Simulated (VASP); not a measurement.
From VASP inputs to Ansatz: CdSe (strained zincblende)

INCAR

```
LELF = .TRUE.
METAGGA = R2SCAN
EDIFF = 1E-7
LREAL = .FALSE.
NSW = 0
NELM = 120
SIGMA = 0.01
IBRION = -1
ISIF = 2
LCHARG = .TRUE.
LWAVE = .FALSE.
ISMEAR = 0
LASPH = .TRUE.
PREC = Accurate
NBANDS = 16
ALGO = Normal
ENCUT = 520
```

KPOINTS

```
KPOINTS created by Atomic Simulation Environment
0
Gamma
8 8 8
0 0 0
```

KPOINTS_OPT

```
special points
6
Reciprocal
0.0000000000 0.0000000000 0.0000000000 1
-0.5000000000 -0.5000000000 0.0000000000 1
-0.3750000000 -0.3750000000 0.2500000000 1
-0.3750000000 0.0000000000 0.3750000000 1
0.0000000000 0.0000000000 0.5000000000 1
-0.5000000000 -0.2500000000 0.2500000000 1
```

POSCAR

```
Cd Se
 1.0000000000000000
     0.0000000000000000    3.1291365846999999    3.1291365846999999
     3.1291365846999999    0.0000000000000000    3.1291365846999999
     3.1291365846999999    3.1291365846999999    0.0000000000000000
 Cd  Se
   1   1
Cartesian
  0.0000000000000000  0.0000000000000000  0.0000000000000000
  1.5645682923499997  1.5645682923499997  1.5645682923499997
```

VASP ran with the recommended PBE PAW datasets (18 valence electrons in the cell).

Task: Write an Ansatz input for this cell and level of theory.

Result: 

```yaml
crystal:
  lattice:
    - [0.0, 3.1291365847, 3.1291365847]
    - [3.1291365847, 0.0, 3.1291365847]
    - [3.1291365847, 3.1291365847, 0.0]
  atoms:
    - { symbol: Cd, position: [0.0, 0.0, 0.0] }
    - { symbol: Se, position: [0.25, 0.25, 0.25] }
kpoints:
  mp_grid: { grid: [8, 8, 8] }
  band_path:
    path:
      - [0.0, 0.0, 0.0]
      - [-0.5, -0.5, 0.0]
      - [-0.375, -0.375, 0.25]
      - [-0.375, 0.0, 0.375]
      - [0.0, 0.0, 0.5]
      - [-0.5, -0.25, 0.25]
    npoints: 1
hamiltonian:
  xc: r2scan
scf:
  occupations: { method: fixed }
  n_extra_bands: 4
output:
  forces: true
  stress: true
  eigenvalues: true
```

Other inputs would serve too.

|  | VASP | Ansatz |
| --- | --- | --- |
| gap between bands v and c | 0.89 eV | 0.90 eV |
| least direct gap | 0.89 eV | 0.90 eV |
| pressure | -2.5 GPa | -2.7 GPa |

The two codes use different PAW datasets and cutoffs. VASP's cell holds 18 valence electrons and Ansatz's 36. Ansatz's stress includes a Pulay correction; VASP's doesn't.
